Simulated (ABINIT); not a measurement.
Crystal: SrO.

```
CELL_PARAMETERS angstrom
0.00000 2.56630 2.56630
2.56630 0.00000 2.56630
2.56630 2.56630 0.00000
ATOMIC_POSITIONS crystal
Sr 0.50000 0.50000 0.50000
O 0.00000 0.00000 0.00000
```

Base run:

| Quantity | Value |
| --- | --- |
| Program | ABINIT 10.8.3 (patched build) |
| Functional | PBE |
| Potentials or basis | JTH PAW PBE v2.0 |
| Cutoff | 517 eV |
| k mesh | 7 × 7 × 7 |
| Occupations | fermi-dirac, width 0.05 eV |
| Spin | spin-orbit coupling, no magnetisation |

Its results: band gap on the k mesh 3.38 eV, indirect (least direct gap 3.45 eV); pressure 2.8 GPa.

The run is repeated on the same cell with these changes: functional from PBE to PBEsol; spin from spin-orbit coupling, no magnetisation to no spin polarisation. What comes out?

Band gap on the k mesh 3.29 eV, indirect (least direct gap 3.38 eV); pressure -1.1 GPa.

Several settings changed at once, so the effect can't be laid on one alone.

Caveats: an odd mesh through Γ misses points on the zone boundary, where band edges often lie; the PAW data sets were made with another functional, which shifts forces and pressure a little (some runs).

Not every run made on this cell is shown here.
